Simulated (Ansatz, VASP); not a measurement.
**C in VASP and in Ansatz**

```
C
1.0
     0.00000    1.81506    1.81506
     1.81506    0.00000    1.81506
     1.81506    1.81506    0.00000
C
2
Direct
  0.00000 0.00000 0.00000
  0.25000 0.25000 0.25000
```

Alike in both runs: task single point; functional r2SCAN; k mesh 12 × 12 × 12; occupations gaussian, width 0.02 eV; no spin polarisation.

|  | VASP | Ansatz |
| --- | --- | --- |
| version | VASP 6.6.1 | Ansatz 0.2.0 |
| potentials or method | VASP PAW PBE potentials, release 64 (C) | scalar-relativistic, plane waves, PAW |
| plane-wave cutoff (eV) | 520 | 500 |
| valence electrons in the cell | 8 | 8 |

|  | VASP | Ansatz | Ansatz less VASP |
| --- | --- | --- | --- |
| gap on the k mesh at the Fermi level (eV) | 4.22 | 4.25 | +0.027 |
| least direct gap on the mesh (eV) | 5.69 | 5.73 | +0.040 |
| pressure (GPa) | -22.7 | -23.6 | -0.90 |

Caveats: so large a pressure means that the cell lies far from this level's equilibrium, or that cutoff or potentials fall short (VASP); the potentials were made for another functional, which shifts forces and pressure (VASP).
